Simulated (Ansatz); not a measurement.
Input and command of a calculation in Ansatz (plane waves; scalar-relativistic PAW potentials unless the input names others):

```yaml
crystal:
  lattice:
    - [2.8004162579, 0.0, 0.0]
    - [0.0, 2.8004162579, 0.0]
    - [0.0, 0.0, 26.0010406447]
  atoms:
    - { symbol: Fe, position: [0.5, 0.5, 0.3269099924], spin: 3.21 }
    - { symbol: Co, position: [0.0, 0.0, 0.3807619958], spin: 1.97 }
    - { symbol: Fe, position: [0.5, 0.5, 0.4346139992], spin: 2.99 }
    - { symbol: Co, position: [0.0, 0.0, 0.48745111], spin: 1.94 }
    - { symbol: Fe, position: [0.5, 0.5, 0.5438155382], spin: 2.86 }
    - { symbol: Co, position: [0.0, 0.0, 0.5914735573], spin: 2.01 }
    - { symbol: H, position: [0.3333333333, 0.3333333333, 0.6098698272], spin: 1.0 }
kpoints:
  mp_grid: { grid: [10, 10, 1] }
hamiltonian:
  xc: revpbe
scf:
  occupations: { method: gaussian, width: 0.1 }
output:
  forces: true
  eigenvalues: true
  stress: true
magnetization:
  spin_polarized: true
efield:
  axis: 3
  dipole_correction: true
  ramp_width: 0.04
```

```bash
ansatz run input.yaml --threads 4 --pin off --max-ram 10240MiB --backend cpu --events-out ev --progress --plain --runs-dir out
```

Abridged log:
```
Basis set: ecut = 420 eV, 4051 PW (Γ), exchange–correlation on 40×40×360 points (8 copies of the dense FFT grid, shifted against one another)
Bands: 70, of which v1, the nominal top of the filled ones, is band 50 counted from 1 (49 counted from 0)
Symmetry: 2 space group operations
k-points: 31 of 100 (time reversal used)
SCF iter   1: F=—  HF=-28850.957958 eV  |F-HF|=—  |Δ(HF+E_count)|=         —  Δρ=4.58e-2 (↑2.21e-2 ↓4.58e-2) dr2=1.40e1  dr2_m=1.01e0  M=14.210 μB ∫|m|=14.413 μB  β_m=1.00  ethr=3.10e-3  p=0.000 e·Å  D=8.15e-6 V/Å  ΔV_dip= 0.00 eV  dr2_dipole=4.75e-1  V_vac-E_F(+/−)=7.05/7.05 eV  ⟨swp⟩=11.3  Hψ=24692  notcnv=0  defer=112
Mixer restart at iter 1: flushing history
efield: sawtooth ramp at fractional position 0.9484 (placed from the atoms, in the widest stretch of the axis that holds none; the zero of the levels goes with the place), width 0.0400; the density the first Hamiltonian is built on has a dipole p = 0.000 e·Å; the dipole correction subtracts the counter field D = 8.15e-6 V/Å, which shifts the + side's vacuum level by  0.00 eV against the − side's; the planar-averaged density in the ramp window peaks in size at 1.9e-5 e/Å³
spin=Collinear: LDOS preconditioning applied to the charge; magnetization (m = ρ↑ − ρ↓) channel mixes plain (no charge-response kernel on spin).
SCF iter   2: F=—  HF=-28850.736317 eV  |F-HF|=—  |Δ(HF+E_count)|=   2.22e-1  Δρ=1.60e-2 (↑1.60e-2 ↓1.58e-2) dr2=2.29e0  dr2_m=2.08e-1  M=13.997 μB ∫|m|=14.532 μB  β_m=0.34  ethr=3.10e-3  p=-0.032 e·Å  D=-2.82e-2 V/Å  ΔV_dip=0.73 eV  dr2_dipole=1.64e-1  V_vac-E_F(+/−)=6.00/5.27 eV  ⟨swp⟩=3.1  Hψ=8676  notcnv=0  defer=506
density mixer auto → msr1: a metal under ldos (density of states about μ 2.19 of a free-electron gas's, 48 screened modes)
SCF iter   3: F=—  HF=-28852.641339 eV  |F-HF|=—  |Δ(HF+E_count)|=    1.91e0  Δρ=1.13e-2 (↑1.13e-2 ↓1.08e-2) dr2=3.14e-1  dr2_m=1.51e-1  M=13.786 μB ∫|m|=14.436 μB  β_m=0.48  ethr=2.29e-3  p=-0.037 e·Å  D=-3.31e-2 V/Å  ΔV_dip=0.86 eV  dr2_dipole=8.00e-6  V_vac-E_F(+/−)=5.25/4.39 eV  ⟨swp⟩=2.4  Hψ=6505  notcnv=0  defer=518
SCF iter   4: F=—  HF=-28854.021932 eV  |F-HF|=—  |Δ(HF+E_count)|=    1.38e0  Δρ=7.27e-3 (↑6.34e-3 ↓7.27e-3) dr2=1.24e-1  dr2_m=5.66e-2  M=13.635 μB ∫|m|=14.334 μB  β_m=0.62  ethr=3.14e-4  p=-0.026 e·Å  D=-2.35e-2 V/Å  ΔV_dip=0.61 eV  dr2_dipole=6.96e-3  V_vac-E_F(+/−)=4.59/3.98 eV  ⟨swp⟩=2.5  Hψ=7156  notcnv=0  defer=531
SCF iter   5: F=—  HF=-28854.398326 eV  |F-HF|=—  |Δ(HF+E_count)|=   3.76e-1  Δρ=3.35e-3 (↑1.84e-3 ↓3.35e-3) dr2=3.92e-2  dr2_m=7.88e-3  M=13.562 μB ∫|m|=14.243 μB  β_m=0.78  ethr=1.24e-4  p=-0.013 e·Å  D=-1.12e-2 V/Å  ΔV_dip=0.29 eV  dr2_dipole=7.92e-3  V_vac-E_F(+/−)=4.33/4.04 eV  ⟨swp⟩=2.2  Hψ=8141  notcnv=0  defer=532
SCF iter   6: F=—  HF=-28854.430796 eV  |F-HF|=—  |Δ(HF+E_count)|=   3.25e-2  Δρ=2.12e-3 (↑2.12e-3 ↓1.60e-3) dr2=1.88e-2  dr2_m=9.67e-4  M=13.511 μB ∫|m|=14.233 μB  β_m=0.72  ethr=3.92e-5  p=-0.013 e·Å  D=-1.19e-2 V/Å  ΔV_dip=0.31 eV  dr2_dipole=2.00e-3  V_vac-E_F(+/−)=4.22/3.91 eV  ⟨swp⟩=2.2  Hψ=8259  notcnv=0  defer=547
SCF iter   7: F=—  HF=-28854.428970 eV  |F-HF|=—  |Δ(HF+E_count)|=   1.83e-3  Δρ=9.88e-4 (↑9.39e-4 ↓9.88e-4) dr2=4.08e-3  dr2_m=2.88e-4  M=13.491 μB ∫|m|=14.230 μB  β_m=0.64  ethr=1.88e-5  p=-0.016 e·Å  D=-1.45e-2 V/Å  ΔV_dip=0.38 eV  dr2_dipole=4.08e-5  V_vac-E_F(+/−)=4.21/3.83 eV  ⟨swp⟩=2.3  Hψ=8287  notcnv=0  defer=537
SCF iter   8: F=—  HF=-28854.427831 eV  |F-HF|=—  |Δ(HF+E_count)|=   1.14e-3  Δρ=2.28e-4 (↑2.16e-4 ↓2.28e-4) dr2=2.24e-4  dr2_m=2.43e-5  M=13.490 μB ∫|m|=14.230 μB  β_m=0.63  ethr=4.08e-6  p=-0.016 e·Å  D=-1.45e-2 V/Å  ΔV_dip=0.38 eV  dr2_dipole=1.14e-5  V_vac-E_F(+/−)=4.19/3.82 eV  ⟨swp⟩=3.4  Hψ=8252  notcnv=0  defer=539
SCF iter   9: F=—  HF=-28854.427860 eV  |F-HF|=—  |Δ(HF+E_count)|=   2.85e-5  Δρ=1.39e-4 (↑1.26e-4 ↓1.39e-4) dr2=7.60e-5  dr2_m=9.09e-6  M=13.491 μB ∫|m|=14.230 μB  β_m=0.63  ethr=2.24e-7  p=-0.017 e·Å  D=-1.50e-2 V/Å  ΔV_dip=0.39 eV  dr2_dipole=5.07e-6  V_vac-E_F(+/−)=4.19/3.81 eV  ⟨swp⟩=2.1  Hψ=7424  notcnv=0  defer=539
SCF iter  10: F=—  HF=-28854.427873 eV  |F-HF|=—  |Δ(HF+E_count)|=   1.36e-5  Δρ=5.06e-5 (↑4.88e-5 ↓5.06e-5) dr2=2.28e-5  dr2_m=1.61e-6  M=13.490 μB ∫|m|=14.230 μB  β_m=0.65  ethr=7.60e-8  p=-0.017 e·Å  D=-1.55e-2 V/Å  ΔV_dip=0.40 eV  dr2_dipole=7.72e-6  V_vac-E_F(+/−)=4.20/3.79 eV  ⟨swp⟩=2.2  Hψ=7097  notcnv=0  defer=539
SCF iter  11: F=—  HF=-28854.427874 eV  |F-HF|=—  |Δ(HF+E_count)|=   1.21e-6  Δρ=2.80e-5 (↑1.57e-5 ↓2.80e-5) dr2=3.77e-6  dr2_m=2.67e-7  M=13.491 μB ∫|m|=14.231 μB  β_m=0.68  ethr=2.28e-8  p=-0.018 e·Å  D=-1.58e-2 V/Å  ΔV_dip=0.41 eV  dr2_dipole=7.69e-7  V_vac-E_F(+/−)=4.20/3.79 eV  ⟨swp⟩=2.4  Hψ=6320  notcnv=0  defer=539
SCF iter  12: F=—  HF=-28854.427876 eV  |F-HF|=—  |Δ(HF+E_count)|=   1.39e-6  Δρ=1.41e-5 (↑1.41e-5 ↓1.09e-5) dr2=1.04e-6  dr2_m=4.28e-8  M=13.491 μB ∫|m|=14.231 μB  β_m=0.62  ethr=3.77e-9  p=-0.018 e·Å  D=-1.60e-2 V/Å  ΔV_dip=0.42 eV  dr2_dipole=6.10e-8  V_vac-E_F(+/−)=4.20/3.78 eV  ⟨swp⟩=2.4  Hψ=6433  notcnv=0  defer=539
SCF iter  13: F=—  HF=-28854.427876 eV  |F-HF|=—  |Δ(HF+E_count)|=   6.70e-8  Δρ=6.77e-6 (↑4.50e-6 ↓6.77e-6) dr2=2.23e-7  dr2_m=1.29e-8  M=13.491 μB ∫|m|=14.231 μB  β_m=0.72  ethr=1.04e-9  p=-0.018 e·Å  D=-1.61e-2 V/Å  ΔV_dip=0.42 eV  dr2_dipole=2.59e-8  V_vac-E_F(+/−)=4.20/3.78 eV  ⟨swp⟩=2.6  Hψ=7623  notcnv=0  defer=539
SCF iter  14: F=—  HF=-28854.427876 eV  |F-HF|=—  |Δ(HF+E_count)|=   1.19e-7  Δρ=4.14e-6 (↑4.14e-6 ↓3.78e-6) dr2=6.55e-8  dr2_m=1.01e-8  M=13.491 μB ∫|m|=14.231 μB  β_m=0.66  ethr=2.23e-10  p=-0.018 e·Å  D=-1.61e-2 V/Å  ΔV_dip=0.42 eV  dr2_dipole=3.08e-9  V_vac-E_F(+/−)=4.20/3.78 eV  ⟨swp⟩=2.2  Hψ=6538  notcnv=0  defer=539
SCF iter  15: F=-28854.427876 eV  HF=-28854.427876 eV  |F-HF|=7.07e-8  |Δ(HF+E_count)|=   1.66e-8  Δρ=3.47e-6 (↑1.29e-6 ↓3.47e-6) dr2=6.57e-8  dr2_m=2.78e-9  M=13.491 μB ∫|m|=14.231 μB  ethr=6.55e-11  p=-0.018 e·Å  D=-1.61e-2 V/Å  ΔV_dip=0.42 eV  dr2_dipole=1.51e-8  V_vac-E_F(+/−)=4.20/3.78 eV  ⟨swp⟩=14.0  Hψ=25766  notcnv=0
SCF 1 converged in 15 iterations: F = -28854.427876 eV  dr2 = 6.57e-8
SCF converged after 15 iterations
Magnetization: 13.4909 μB (56.7454 up, 43.2546 down)
Absolute magnetization: 14.2331 μB (∫|ρ↑−ρ↓|, with the PAW one-centre terms)
Spin contamination: 0.2309 ħ² per cell (⟨S²⟩ above its minimum at these occupations)
Per-site moments (μB) at R_I (Å): [(2.95605816, 1.00040804), (1.81105818, 1.00040804), (2.76333771, 0.99416322), (1.78510534, 0.99416322), (2.46007236, 0.75898021), (1.21543853, 0.57919647), (-0.00940182, 0.57919647)]
Free energy (F): -28854.427876 eV
Harris-Foulkes:  -28854.427876 eV  (|F-HF|=7.07e-8)
Internal energy: -28854.402212 eV  (E = F + TS)
E sigma→0 (E₀):  -28854.415044 eV
Entropy (-TS):   -0.025664 eV (-3.666 meV/atom)
Fermi energy:    3.759255 eV
Dipole field:    D = -0.016306 V/Å  (p = -0.018375 e·Å, saw-weighted, corrected)
Work function:   Φ+ = 4.2002 eV   Φ− = 3.7762 eV
Levels:          The Fermi level and band energies are counted from a zero that moves with the ramp; work functions are not
--- Forces (eV/Å), atoms counted from 1 ---
  atom   1  Fe     0.00339816     0.00339816    -0.33155079
  atom   2  Co    -0.00081814    -0.00081814    -0.48473386
  atom   3  Fe    -0.00983524    -0.00983524     0.08674774
  atom   4  Co     0.00127774     0.00127774     0.17282785
  atom   5  Fe    -0.18883671    -0.18883671    -0.72202858
  atom   6  Co    -1.86114912    -1.86114912     0.06928869
  atom   7  H      2.05592608     2.05592608     1.20956219
--- Stress (GPa, compression-positive) ---
        4.083267       2.001836       0.970497
        2.001836       4.083267       0.970497
        0.970497       0.970497       4.392993
  P = ⅓ Tr σ = 4.1865 GPa (41.865 kbar)
```

Apart from outputs and empty bands, the input differs from a reference run on usual settings in hamiltonian.xc: "pbesol" → "revpbe"; basis.ecutwfc: 420 → not typed. The reference, at the same geometry (not necessarily relaxed), gave pressure -0.18 GPa (averaged over a cell that holds vacuum), largest force 3.065 eV/Å, no gap on the mesh. This run converged in 15 SCF iterations (reference: 15) with a total energy on another zero, pressure 4.19 GPa (averaged over a cell that holds vacuum), largest force 3.149 eV/Å, no gap on the mesh.

It took 40 s on 4 threads of Arm Neoverse V2 (shared host), peak memory 1 GiB.